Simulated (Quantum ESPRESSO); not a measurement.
# GaAs in Quantum ESPRESSO: the effect of functional

The system is GaAs.

```xyz
2
Lattice="0.0000 2.8268 2.8268 2.8268 0.0000 2.8268 2.8268 2.8268 0.0000" Properties=species:S:1:pos:R:3 pbc="T T T"
As    4.2403    4.2403    4.2403
Ga    0.0000    0.0000    0.0000
```

Alike in all runs:

| Item | Value |
| --- | --- |
| Program | Quantum ESPRESSO 7.5 |
| Task | phonons |
| Cutoff | 762 eV |
| Density cutoff | 6095 eV |
| k mesh | 6 × 6 × 6, shifted |
| Occupations | fermi-dirac, width 0.05 eV |
| Spin | no spin polarisation |

Each run relaxes the cell or the atoms first.

```tsv
functional	potentials or basis	relaxed volume (Å³/atom)	highest phonon frequency (cm⁻¹)
LDA	GBRV 1.5 LDA	?	?
PBE	GBRV 1.5 PBE	23.78	253
BLYP	GBRV 1.5 PBE	25.19	240
PW91	GBRV 1.5 PBE	23.71	252
revPBE	GBRV 1.5 PBE	24.29	248
vdW-DF-cx	GBRV 1.5 PBE	22.88	263
```

What does the run with functional LDA give?

Relaxed volume 22.09 Å³/atom; highest phonon frequency 269 cm⁻¹.

Caveats: the potentials were made for another functional, which shifts forces and pressure (some runs); the mesh is thin for the phonons of a metal (some runs); before the sum rule the acoustic modes lie tens of cm⁻¹ from zero, a sign that the density grid also shifts the optical modes (some runs).
